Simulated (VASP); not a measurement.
Input of a VASP 6.6.1 run:

File INCAR:

```
ALGO = Normal
EDIFF = 1E-8
ENCUT = 600
IBRION = 8
ISIF = 2
ISMEAR = 0
LASPH = True
LCHARG = False
LEPSILON = True
LREAL = False
LWAVE = False
NELM = 60
NSW = 1
PREC = Accurate
SIGMA = 0.02
```

KPOINTS

```
k-points
0
Gamma
  8 8 8
```

The input POSCAR:

```
CdS
1.0
    0.0000000000      2.8855000000      2.8855000000
    2.8855000000      0.0000000000      2.8855000000
    2.8855000000      2.8855000000      0.0000000000
Cd S
1 1
Direct
    0.0000000000      0.0000000000      0.0000000000
    0.7500000000      0.7500000000      0.7500000000
```

Potentials or basis: VASP PAW LDA potentials, release 64 (Cd, S).

Launch:

```console
$ cat potpaw_LDA.64/Cd/POTCAR potpaw_LDA.64/S/POTCAR > POTCAR
$ mpirun -np 1 vasp_std > vasp.out
```

(1) What does it give for the electronic dielectric tensor (diagonal)?

(2) Predict the Born charges (mean of the diagonal).

(3) Predict the highest phonon frequency at Γ, LO-TO splitting left out.

(4) Predict the band gap on the k mesh.

Results:

(1) 7.30.

(2) Cd +2.18; S -2.18 e.

(3) 245 cm⁻¹.

(4) 0.96 eV, direct.
